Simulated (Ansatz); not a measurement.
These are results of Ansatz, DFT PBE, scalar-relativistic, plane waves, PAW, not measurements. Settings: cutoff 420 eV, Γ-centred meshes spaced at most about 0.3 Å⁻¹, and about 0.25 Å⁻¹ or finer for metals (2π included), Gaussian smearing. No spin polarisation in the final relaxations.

Temperature and zero-point effects are left out.

Two forms of SiC2 were relaxed alike.

1.

Space group Imma (No. 74). a = 5.380 Å, b = 7.624 Å, c = 3.084 Å, α = 90.00°, β = 90.00°, γ = 90.00°
```tsv
atom	site	symmetry	x	y	z
Si	4d	.2/m.	0.2500	0.7500	0.2500
C	8h	m..	0.5000	0.5831	0.4393
```

2.

Space group R-3m:H (No. 166). a = 2.924 Å, b = 2.924 Å, c = 10.877 Å, α = 90.00°, β = 90.00°, γ = 120.00°
```json
{"atom": "Si", "site": "3a", "symmetry": "-3m", "x": "0.0000", "y": "0.0000", "z": "0.0000"}
{"atom": "C", "site": "6c", "symmetry": "3m", "x": "0.6667", "y": "0.3333", "z": "0.7713"}
```

**Question.** Which form is favoured at zero pressure, and by what margin per atom?

**Answer.** Cell 2 is lower, by 0.34 eV/atom. Cell 1 has space group Imma (No. 74), 10.5 Å³/atom and no gap on its mesh; cell 2 has space group R-3m (No. 166), 8.9 Å³/atom and no gap. Counting C atoms around Si (those within 1.25 times the shortest such distance or 1.15 times the sum of covalent radii), cell 1 has Si 4 and cell 2 has Si 6. Cell 1 and cell 2 both hold C–C pairs. The denser one is the lower, and pressure would at first widen the difference. Even the lower one lies +0.60 eV/atom against the reference forms of the elements (uncorrected), so neither is stable at this level. Both come from invented guesses.

Cells relaxed within their symmetry can be saddle points.

The preference for cell 2 by 0.34 eV/atom probably reflects how silicon is bonded more than a difference in the carbon units, since both cells contain C–C pairs of roughly double-bond length. In cell 1 the site symmetry forces silicon's four carbon neighbours into a plane, which suits its sp³ bonding poorly. Cell 2 instead surrounds silicon with a trigonally distorted octahedron, where more numerous but longer Si–C contacts share the bonding electrons and allow denser packing.

In the ionic limit each pair is C₂⁴⁻, isoelectronic with O₂. The threefold axis along the pair in cell 2 keeps its two π* orbitals degenerate and half-filled, which suggests why no gap opens there despite the formally closed-shell Si⁴⁺.

Neither environment is the tetrahedral one that silicon adopts in SiC, consistent with both cells lying above the elements. The ordering therefore ranks two unfavourable silicon environments and does not show that SiC2 in general prefers sixfold silicon, as no tetrahedral network was compared.
